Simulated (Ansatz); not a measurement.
# SiC: the cell at several levels of theory

An exercise on one series of results from a longer session: the logs are not shown, and one member is left open.

Code: Ansatz 0.2.0. PAW datasets, plane waves, zero pressure. All values are calculated for a non-magnetic cell, which may be hypothetical.

### Starting point

This is the cell as the run starts from it, not yet at rest; its lengths are not the crystal's.

It is hexagonal, P6_3/mmc (No. 194); a = 3.135 Å, c = 3.918 Å in the conventional setting, 8.34 Å³ an atom. Near Si stand 5 C at 1.81–1.96 Å; near C stand 5 Si at 1.81–1.96 Å.

Structure file:

```cif
data_structure
_symmetry_space_group_name_H-M 'P6_3/mmc'
_symmetry_Int_Tables_number 194
_cell_length_a 3.1348
_cell_length_b 3.1348
_cell_length_c 3.9183
_cell_angle_alpha 90.000
_cell_angle_beta 90.000
_cell_angle_gamma 120.000
_cell_volume 33.35
loop_
_atom_site_label
_atom_site_type_symbol
_atom_site_symmetry_multiplicity
_atom_site_Wyckoff_symbol
_atom_site_fract_x
_atom_site_fract_y
_atom_site_fract_z
_atom_site_occupancy
Si1 Si 2 c 0.33333 0.66667 0.25000 1
C1 C 2 d 0.66667 0.33333 0.25000 1
```

Set-up of the first run:

Input file input.yaml:

```yaml
crystal:
  lattice:
    - [3.1347861889, 0.0, 0.0]
    - [-1.5673930944, 2.714804475, 0.0]
    - [0.0, 0.0, 3.9182745]
  atoms:
    - { symbol: Si, position: [0.3333333333, 0.6666666667, 0.25] }
    - { symbol: Si, position: [0.6666666667, 0.3333333333, 0.75] }
    - { symbol: C, position: [0.6666666667, 0.3333333333, 0.25] }
    - { symbol: C, position: [0.3333333333, 0.6666666667, 0.75] }
kpoints:
  mp_grid: { grid: [12, 12, 6] }
hamiltonian:
  xc: pbe
scf:
  occupations: { method: fermi_dirac, width: 0.02 }
relax:
  f_tol: 0.005
  cell: {}
```

Run with:

```sh
> ansatz run input.yaml --threads 2 --pin off --max-ram 2211MiB --backend cpu --events-out ev --progress --plain --runs-dir out
```

Steps of the session up to this table: Relaxation with PBE; Relaxation with r2SCAN; Relaxing with PBEsol; Relaxing with LDA; HSE06: cell and atoms.

One of the session's tables, all rows but one given; the rest of the session is left out.

| level | a (Å) | c (Å) | volume (Å³/atom) |
| --- | --- | --- | --- |
| PBE | 3.165 | 4.870 | 10.561 |
| r2SCAN | 3.137 | 4.933 | 10.512 |
| PBEsol | 3.167 | 4.696 | 10.194 |
| LDA | 3.147 | 4.667 | 10.005 |
| HSE06 | ? | ? | ? |

**Question.** Estimate the row for HSE06.

As computed: a (Å): 3.142; c (Å): 4.817; volume (Å³/atom): 10.296. In the column «a (Å)» it lies between r2SCAN (3.137) and LDA (3.147).

**Reading.** The first relaxation changed the volume by +26.7 % from the start. The volume runs from LDA (least) to PBE (most), a spread of 5.6 %, or 1.8 % in length if all axes shared it alike. The meshes differ: PBE 12×12×6, r2SCAN 12×12×6, PBEsol 12×12×6, LDA 12×12×6, HSE06 6×6×4.
